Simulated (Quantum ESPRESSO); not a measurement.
# Co (P6_3/mmc) in Quantum ESPRESSO: band structure with PBEsol

Aim: the band structure of Co with PBEsol.

All numbers are computed with Quantum ESPRESSO 7.5; they aren't measurements. Logs are shortened: lines on timing, memory, paths and dates and some standing lists are left out, and cuts for length are marked.

### Step 1. The structure

It takes space group P6_3/mmc (No. 194, hexagonal). Conventional cell: a = 2.472 Å, b = 2.472 Å, c = 4.021 Å, α = 90.00°, β = 90.00°, γ = 120.00°. Co (site symmetry -6m2) is surrounded by 12 Co at 2.47 Å.

### Step 2. Band structure, PBEsol, collinear spin, ferromagnetic start

File pw.in:

```
&CONTROL
  calculation = 'scf'
  prefix = 'pwscf'
  outdir = './tmp'
  pseudo_dir = './pseudo'
  tprnfor = .true.
  tstress = .true.
  disk_io = 'low'
/
&SYSTEM
  ibrav = 0
  A = 2.4719999
  nat = 2
  ntyp = 1
  ecutwfc = 96
  nbnd = 28
  occupations = 'smearing'
  smearing = 'fd'
  degauss = 0.00367493
  nspin = 2
  starting_magnetization(1) = 0.1176
/
&ELECTRONS
  conv_thr = 4d-10
  electron_maxstep = 120
  mixing_beta = 0.3
/
ATOMIC_SPECIES
Co    58.9332 Co.upf
CELL_PARAMETERS alat
   1.0000000013    0.0000000000    0.0000000000
  -0.5000000006    0.8660254049    0.0000000000
   0.0000000000    0.0000000000    1.6266764736
ATOMIC_POSITIONS alat
Co     0.5000000007    0.2886751349    1.2200073552
Co     0.0000000000    0.5773502700    0.4066691184
K_POINTS automatic
12 12 7 0 0 0
```

File bands.in:

```
&CONTROL
  calculation = 'bands'
  prefix = 'pwscf'
  outdir = './tmp'
  pseudo_dir = './pseudo'
  disk_io = 'low'
  verbosity = 'high'
/
&SYSTEM
  ibrav = 0
  A = 2.4719999
  nat = 2
  ntyp = 1
  ecutwfc = 96
  nbnd = 28
  occupations = 'smearing'
  smearing = 'fd'
  degauss = 0.00367493
  nspin = 2
  starting_magnetization(1) = 0.1176
/
&ELECTRONS
  conv_thr = 1d-08
  electron_maxstep = 120
  mixing_beta = 0.3
  diago_full_acc = .true.
/
ATOMIC_SPECIES
Co    58.9332 Co.upf
CELL_PARAMETERS alat
   1.0000000013    0.0000000000    0.0000000000
  -0.5000000006    0.8660254049    0.0000000000
   0.0000000000    0.0000000000    1.6266764736
ATOMIC_POSITIONS alat
Co     0.5000000007    0.2886751349    1.2200073552
Co     0.0000000000    0.5773502700    0.4066691184
K_POINTS crystal
60
 0.0000000000  0.0000000000  0.0000000000 1
 0.0714285714  0.0000000000  0.0000000000 1
 0.1428571429  0.0000000000  0.0000000000 1
 0.2142857143  0.0000000000  0.0000000000 1
 0.2857142857  0.0000000000  0.0000000000 1
 0.3571428571  0.0000000000  0.0000000000 1
 0.4285714286  0.0000000000  0.0000000000 1
 0.5000000000  0.0000000000  0.0000000000 1
 0.4583333333  0.0833333333  0.0000000000 1
 0.4166666667  0.1666666667  0.0000000000 1
 0.3750000000  0.2500000000  0.0000000000 1
 0.3333333333  0.3333333333  0.0000000000 1
 0.2962962963  0.2962962963  0.0000000000 1
 0.2592592593  0.2592592593  0.0000000000 1
 0.2222222222  0.2222222222  0.0000000000 1
 0.1851851852  0.1851851852  0.0000000000 1
 0.1481481481  0.1481481481  0.0000000000 1
 0.1111111111  0.1111111111  0.0000000000 1
 0.0740740741  0.0740740741  0.0000000000 1
 0.0370370370  0.0370370370  0.0000000000 1
 0.0000000000  0.0000000000  0.0000000000 1
 0.0000000000  0.0000000000  0.1250000000 1
 0.0000000000  0.0000000000  0.2500000000 1
 0.0000000000  0.0000000000  0.3750000000 1
 0.0000000000  0.0000000000  0.5000000000 1
 0.0625000000  0.0000000000  0.5000000000 1
 0.1250000000  0.0000000000  0.5000000000 1
 0.1875000000  0.0000000000  0.5000000000 1
 0.2500000000  0.0000000000  0.5000000000 1
 0.3125000000  0.0000000000  0.5000000000 1
 0.3750000000  0.0000000000  0.5000000000 1
 0.4375000000  0.0000000000  0.5000000000 1
 0.5000000000  0.0000000000  0.5000000000 1
 0.4666666667  0.0666666667  0.5000000000 1
 0.4333333333  0.1333333333  0.5000000000 1
 0.4000000000  0.2000000000  0.5000000000 1
 0.3666666667  0.2666666667  0.5000000000 1
 0.3333333333  0.3333333333  0.5000000000 1
 0.3030303030  0.3030303030  0.5000000000 1
 0.2727272727  0.2727272727  0.5000000000 1
 0.2424242424  0.2424242424  0.5000000000 1
 0.2121212121  0.2121212121  0.5000000000 1
 0.1818181818  0.1818181818  0.5000000000 1
 0.1515151515  0.1515151515  0.5000000000 1
 0.1212121212  0.1212121212  0.5000000000 1
 0.0909090909  0.0909090909  0.5000000000 1
 0.0606060606  0.0606060606  0.5000000000 1
 0.0303030303  0.0303030303  0.5000000000 1
 0.0000000000  0.0000000000  0.5000000000 1
 0.5000000000  0.0000000000  0.5000000000 1
 0.5000000000  0.0000000000  0.3750000000 1
 0.5000000000  0.0000000000  0.2500000000 1
 0.5000000000  0.0000000000  0.1250000000 1
 0.5000000000  0.0000000000  0.0000000000 1
 0.3333333333  0.3333333333  0.0000000000 1
 0.3333333333  0.3333333333  0.1000000000 1
 0.3333333333  0.3333333333  0.2000000000 1
 0.3333333333  0.3333333333  0.3000000000 1
 0.3333333333  0.3333333333  0.4000000000 1
 0.3333333333  0.3333333333  0.5000000000 1
```

Potentials or basis: PseudoDojo 0.4.1 SR PBEsol standard.

On the command line:

```console
$ OMP_NUM_THREADS=1 pw.x -in pw.in > pw.out
$ OMP_NUM_THREADS=1 pw.x -in bands.in > bands.out
```

pw.out:

```text
This program is part of the open-source Quantum ESPRESSO suite
     for quantum simulation of materials; please cite
[... 9 lines left out ...]
     --------------------
     sticks:   dense  smooth     PW     G-vecs:    dense   smooth      PW
     Sum         583     583    169                18341    18341    3015

     Using Slab Decomposition

     bravais-lattice index     =            0
     lattice parameter (alat)  =       4.6714  a.u.
     unit-cell volume          =     143.6064 (a.u.)^3
     number of atoms/cell      =            2
     number of atomic types    =            1
     number of electrons       =        34.00
     number of Kohn-Sham states=           28
     kinetic-energy cutoff     =      96.0000  Ry
     charge density cutoff     =     384.0000  Ry
     scf convergence threshold =      4.0E-10
     mixing beta               =       0.3000
     number of iterations used =            8  plain     mixing
     Exchange-correlation= PBESOL
                           (   1   4  10   8   0   0   0)

     celldm(1)=   4.671403  celldm(2)=   0.000000  celldm(3)=   0.000000
     celldm(4)=   0.000000  celldm(5)=   0.000000  celldm(6)=   0.000000

     crystal axes: (cart. coord. in units of alat)
               a(1) = (   1.000000   0.000000   0.000000 )
               a(2) = (  -0.500000   0.866025   0.000000 )
               a(3) = (   0.000000   0.000000   1.626676 )

     reciprocal axes: (cart. coord. in units 2 pi/alat)
               b(1) = (  1.000000  0.577350 -0.000000 )
               b(2) = (  0.000000  1.154701  0.000000 )
               b(3) = (  0.000000 -0.000000  0.614750 )

     PseudoPot. # 1 for Co read from file:
     Co.upf
     Pseudo is Norm-conserving + core correction, Zval = 17.0
     Generated using ONCVPSP code by D. R. Hamann
     Using radial grid of 1388 points,  6 beta functions with:
                l(1) =   0
                l(2) =   0
                l(3) =   1
                l(4) =   1
                l(5) =   2
                l(6) =   2

     atomic species   valence    mass     pseudopotential
     Co               17.00    58.93320     Co( 1.00)

     Starting magnetic structure
     atomic species   magnetization
     Co              0.118

     24 Sym. Ops., with inversion, found (12 have fractional translation)

   Cartesian axes

     site n.     atom                  positions (alat units)
         1        Co     tau(   1) = (   0.5000000   0.2886751   1.2200074  )
         2        Co     tau(   2) = (   0.0000000   0.5773503   0.4066691  )

     number of k points=    76  Fermi-Dirac smearing, width (Ry)=  0.0037
                       cart. coord. in units 2pi/alat
        k(    1) = (   0.0000000   0.0000000   0.0000000), wk =   0.0009921
        k(    2) = (   0.0000000   0.0000000   0.0878215), wk =   0.0019841
        k(    3) = (   0.0000000   0.0000000   0.1756430), wk =   0.0019841
        k(    4) = (   0.0000000   0.0000000   0.2634645), wk =   0.0019841
        k(    5) = (   0.0000000   0.0962250   0.0000000), wk =   0.0059524
        k(    6) = (   0.0000000   0.0962250   0.0878215), wk =   0.0119048
[... 68 lines left out ...]
        k(   75) = (   0.3333333   0.5773503   0.1756430), wk =   0.0039683
        k(   76) = (   0.3333333   0.5773503   0.2634645), wk =   0.0039683

     Dense  grid:    18341 G-vectors     FFT dimensions: (  30,  30,  48)

     Generating pointlists ...
     new r_m :   0.4114 (alat units)  1.9220 (a.u.) for type    1

     Initial potential from superposition of free atoms

     starting charge      33.9995, renormalised to      34.0000
     Starting wfcs are   20 randomized atomic wfcs +    8 random wfcs

     Self-consistent Calculation

     iteration #  1     ecut=    96.00 Ry     beta= 0.30
     Davidson diagonalization with overlap
     ethr =  1.00E-02,  avg # of iterations =  4.3

     Threshold (ethr) on eigenvalues was too large:
     Diagonalizing with lowered threshold

     Davidson diagonalization with overlap
     ethr =  1.22E-04,  avg # of iterations =  2.1

     total energy              =    -611.30181886 Ry
     estimated scf accuracy    <       0.04236295 Ry

     total magnetization       =     3.24 Bohr mag/cell
     absolute magnetization    =     3.31 Bohr mag/cell

     iteration #  2     ecut=    96.00 Ry     beta= 0.30
     Davidson diagonalization with overlap
     ethr =  1.25E-04,  avg # of iterations =  1.0

     total energy              =    -611.30930198 Ry
     estimated scf accuracy    <       0.01230192 Ry

     total magnetization       =     3.21 Bohr mag/cell
     absolute magnetization    =     3.33 Bohr mag/cell

     iteration #  3     ecut=    96.00 Ry     beta= 0.30
     Davidson diagonalization with overlap
     ethr =  3.62E-05,  avg # of iterations =  1.0

     total energy              =    -611.31272970 Ry
     estimated scf accuracy    <       0.00514426 Ry

     total magnetization       =     3.20 Bohr mag/cell
     absolute magnetization    =     3.36 Bohr mag/cell

     iteration #  4     ecut=    96.00 Ry     beta= 0.30
     Davidson diagonalization with overlap
     ethr =  1.51E-05,  avg # of iterations =  1.1

     total energy              =    -611.31341390 Ry
     estimated scf accuracy    <       0.00008203 Ry

     total magnetization       =     3.18 Bohr mag/cell
     absolute magnetization    =     3.44 Bohr mag/cell

     iteration #  5     ecut=    96.00 Ry     beta= 0.30
     Davidson diagonalization with overlap
     ethr =  2.41E-07,  avg # of iterations =  2.4

     total energy              =    -611.31347390 Ry
     estimated scf accuracy    <       0.00003504 Ry

     total magnetization       =     3.19 Bohr mag/cell
     absolute magnetization    =     3.46 Bohr mag/cell

     iteration #  6     ecut=    96.00 Ry     beta= 0.30
     Davidson diagonalization with overlap
     ethr =  1.03E-07,  avg # of iterations =  2.0

     total energy              =    -611.31351330 Ry
     estimated scf accuracy    <       0.00000656 Ry

     total magnetization       =     3.20 Bohr mag/cell
     absolute magnetization    =     3.50 Bohr mag/cell

     iteration #  7     ecut=    96.00 Ry     beta= 0.30
     Davidson diagonalization with overlap
     ethr =  1.93E-08,  avg # of iterations =  1.1

     total energy              =    -611.31351476 Ry
     estimated scf accuracy    <       0.00000057 Ry

     total magnetization       =     3.21 Bohr mag/cell
     absolute magnetization    =     3.50 Bohr mag/cell

     iteration #  8     ecut=    96.00 Ry     beta= 0.30
     Davidson diagonalization with overlap
     ethr =  1.68E-09,  avg # of iterations =  1.2

     total energy              =    -611.31351495 Ry
     estimated scf accuracy    <       0.00000009 Ry

     total magnetization       =     3.21 Bohr mag/cell
     absolute magnetization    =     3.50 Bohr mag/cell

     iteration #  9     ecut=    96.00 Ry     beta= 0.30
     Davidson diagonalization with overlap
     ethr =  2.59E-10,  avg # of iterations =  2.0

     total energy              =    -611.31351500 Ry
     estimated scf accuracy    <          3.4E-09 Ry

     total magnetization       =     3.21 Bohr mag/cell
     absolute magnetization    =     3.50 Bohr mag/cell

     iteration # 10     ecut=    96.00 Ry     beta= 0.30
     Davidson diagonalization with overlap
     ethr =  9.98E-12,  avg # of iterations =  1.5

     total energy              =    -611.31351501 Ry
     estimated scf accuracy    <          1.3E-09 Ry

     total magnetization       =     3.21 Bohr mag/cell
     absolute magnetization    =     3.50 Bohr mag/cell

     iteration # 11     ecut=    96.00 Ry     beta= 0.30
     Davidson diagonalization with overlap
     ethr =  3.73E-12,  avg # of iterations =  1.0

     Magnetic moment per site  (integrated on atomic sphere of radius R)
     atom   1 (R=0.411)  charge= 15.5848  magn=  1.6713
     atom   2 (R=0.411)  charge= 15.5848  magn=  1.6713

     End of self-consistent calculation

     Number of k-points >= 100: set verbosity='high' to print the bands.

     the Fermi energy is    19.4553 ev

!    total energy              =    -611.31351501 Ry
     estimated scf accuracy    <          2.8E-10 Ry
     smearing contrib. (-TS)   =      -0.00115919 Ry
     internal energy E=F+TS    =    -611.31235582 Ry

     The total energy is F=E-TS. E is the sum of the following terms:
     one-electron contribution =    -246.79807296 Ry
     hartree contribution      =     148.40220555 Ry
     xc contribution           =    -111.27924752 Ry
     ewald contribution        =    -401.63724088 Ry

     total magnetization       =     3.21 Bohr mag/cell
     absolute magnetization    =     3.50 Bohr mag/cell

     convergence has been achieved in  11 iterations

     Forces acting on atoms (cartesian axes, Ry/au):

     atom    1 type  1   force =     0.00000000   -0.00000000    0.00000000
     atom    2 type  1   force =    -0.00000000    0.00000000    0.00000000

     Total force =     0.000000     Total SCF correction =     0.000000

     Computing stress (Cartesian axis) and pressure

          total   stress  (Ry/bohr**3)                   (kbar)     P=      -56.62
  -0.00032000   0.00000000   0.00000000          -47.07        0.00        0.00
   0.00000000  -0.00032000   0.00000000            0.00      -47.07        0.00
   0.00000000   0.00000000  -0.00051463            0.00        0.00      -75.70

=------------------------------------------------------------------------------=
   JOB DONE.
=------------------------------------------------------------------------------=
```

Wall time 3 min (1 thread of Arm Neoverse V1, shared host); peak memory 0.2 GiB.

Results:

| Property | Result |
| --- | --- |
| Free energy | -8317.3441 eV |
| Pressure | -5.7 GPa |
| Band gap on the k mesh | none (metal or under the smearing width) |
| Net moment | 3.21 μB per cell |
| Absolute moment | 3.50 μB per cell |
| Site moments | Co +1.67 μB |
| Valence electrons inside the program's atomic spheres | Co 15.58 |

Stress tensor (GPa, compression positive):
```
-4.71  0.00  0.00
 0.00 -4.71  0.00
 0.00  0.00 -7.57
```

Levels at the corners of the path, in eV from the Fermi level:
Spin up:
```csv
point,band 14,band 15,band 16,band 17,band 18,band 19,band 20,band 21,band 22,band 23
Γ,-2.31,-2.31,-1.92,-1.92,-0.79,-0.79,-0.28,6.40,22.00,24.83
M,-2.58,-2.24,-0.63,-0.56,-0.48,1.33,3.39,9.70,10.37,12.79
K,-2.92,-1.96,-0.91,-0.91,-0.80,4.55,5.40,5.40,12.41,13.16
Γ,-2.31,-2.31,-1.92,-1.92,-0.79,-0.79,-0.28,6.40,22.00,24.83
A,-2.70,-2.70,-2.70,-1.11,-1.11,-1.11,-1.11,14.97,14.97,22.73
L,-1.80,-1.06,-1.06,-0.54,-0.54,1.54,1.54,7.40,7.40,18.51
H,-3.02,-1.91,-1.91,-0.74,-0.74,5.77,5.77,7.40,7.40,9.70
A,-2.70,-2.70,-2.70,-1.11,-1.11,-1.11,-1.11,14.97,14.97,22.73
L,-1.80,-1.06,-1.06,-0.54,-0.54,1.54,1.54,7.40,7.40,18.51
M,-2.58,-2.24,-0.63,-0.56,-0.48,1.33,3.39,9.70,10.37,12.79
K,-2.92,-1.96,-0.91,-0.91,-0.80,4.55,5.40,5.40,12.41,13.16
H,-3.02,-1.91,-1.91,-0.74,-0.74,5.77,5.77,7.40,7.40,9.70
```
Spin down:
| point | band 12 | band 13 | band 14 | band 15 | band 16 | band 17 | band 18 | band 19 | band 20 | band 21 |
| --- | --- | --- | --- | --- | --- | --- | --- | --- | --- | --- |
| Γ | -0.98 | -0.98 | -0.61 | -0.61 | -0.32 | -0.14 | -0.14 | 1.10 | 1.10 | 7.40 |
| M | -1.93 | -1.13 | -1.09 | -0.66 | 1.26 | 1.36 | 1.42 | 2.60 | 4.36 | 10.13 |
| K | -2.75 | -1.42 | -1.42 | -0.35 | 0.94 | 0.94 | 1.09 | 5.36 | 6.15 | 6.15 |
| Γ | -0.98 | -0.98 | -0.61 | -0.61 | -0.32 | -0.14 | -0.14 | 1.10 | 1.10 | 7.40 |
| A | -1.62 | -1.04 | -1.04 | -1.04 | -1.04 | 0.75 | 0.75 | 0.75 | 0.75 | 15.39 |
| L | -2.47 | -0.05 | -0.05 | 0.22 | 0.22 | 1.36 | 1.36 | 2.22 | 2.22 | 8.29 |
| H | -2.61 | -1.81 | -1.81 | -0.19 | -0.19 | 1.13 | 1.13 | 6.42 | 6.42 | 8.13 |
| A | -1.62 | -1.04 | -1.04 | -1.04 | -1.04 | 0.75 | 0.75 | 0.75 | 0.75 | 15.39 |
| L | -2.47 | -0.05 | -0.05 | 0.22 | 0.22 | 1.36 | 1.36 | 2.22 | 2.22 | 8.29 |
| M | -1.93 | -1.13 | -1.09 | -0.66 | 1.26 | 1.36 | 1.42 | 2.60 | 4.36 | 10.13 |
| K | -2.75 | -1.42 | -1.42 | -0.35 | 0.94 | 0.94 | 1.09 | 5.36 | 6.15 | 6.15 |
| H | -2.61 | -1.81 | -1.81 | -0.19 | -0.19 | 1.13 | 1.13 | 6.42 | 6.42 | 8.13 |
